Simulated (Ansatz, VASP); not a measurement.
**Re in VASP and in Ansatz**

The input INCAR:

```
PREC     = Accurate       # precision mode
ENCUT    = 520            # plane-wave cutoff, eV
EDIFF    = 1E-6           # SCF threshold, eV
ISMEAR   = 0              # smearing method
SIGMA    = 0.15           # smearing width, eV
LREAL    = F              # projectors in reciprocal space
LASPH    = T              # aspherical terms in the spheres
NELM     = 100            # most SCF steps
ALGO     = Normal         # electronic algorithm
ISIF     = 2              # what is computed and relaxed
LWAVE    = F              # write WAVECAR
LCHARG   = F              # write CHGCAR
GGA      = PS             # functional
NBANDS   = 14             # bands
```

Contents of KPOINTS:

```
Automatic mesh
0
Gamma
  18 18 10
```

Contents of POSCAR:

```
Re
1.0
    2.7502953086      0.0000000000     -0.3025324839
   -1.3751476543      2.3818256051     -0.1107345746
   -0.4887619256     -0.4887619256      4.4432902328
Re
2
Direct
    0.3333333333      0.6666666667      0.2500000000
    0.6666666667      0.3333333333      0.7500000000
```

Input for Ansatz:

```yaml
crystal:
  lattice:
    - [2.7502953086, 0.0, -0.3025324839]
    - [-1.3751476543, 2.3818256051, -0.1107345746]
    - [-0.4887619256, -0.4887619256, 4.4432902328]
  atoms:
    - { symbol: Re, position: [0.3333333333, 0.6666666667, 0.25] }
    - { symbol: Re, position: [0.6666666667, 0.3333333333, 0.75] }
basis:
  ecutwfc: 420
kpoints:
  mp_grid: { grid: [18, 18, 10] }
hamiltonian:
  xc: pbesol
scf:
  occupations: { method: gaussian, width: 0.15 }
output:
  forces: true
  stress: true
  eigenvalues: true
```

Change from the starting cell: engineering shear strain xz -0.2200, engineering shear strain yz -0.2200.

Alike in both runs: task single point; functional PBEsol; k mesh 18 × 18 × 10; occupations gaussian, width 0.15 eV; no spin polarisation.

```csv
,VASP,Ansatz
version,VASP 6.6.1,Ansatz 0.2.0
potentials or method,"VASP PAW PBE potentials, release 64 (Re)","scalar-relativistic, plane waves, PAW"
plane-wave cutoff (eV),520,420
valence electrons in the cell,14,30
```

Ansatz gave:

- gap on the k mesh at the Fermi level (eV): none
- pressure (GPa): 28.2
- largest component of the traceless stress (GPa): 26.99
- rms of the force components (eV/Å): 1.181

Q: Estimate VASP's values.

A: gap on the k mesh at the Fermi level (eV): none; pressure (GPa): 28.1; largest component of the traceless stress (GPa): 25.89; rms of the force components (eV/Å): 1.109.

Atom by atom the forces differ by 0.090 eV/Å (rms over components). A gap of «none» marks a metal or a gap that the smearing closes. The functional is the same, so the differences come from potentials, cutoffs and numerics. The two sets of potentials don't hold the same shells in valence.

Caveats: so large a pressure means that the cell lies far from this level's equilibrium, or that cutoff or potentials fall short (VASP); the potentials were made for another functional, which shifts forces and pressure (VASP). Spin-orbit coupling is left out, which matters for the levels of Re.
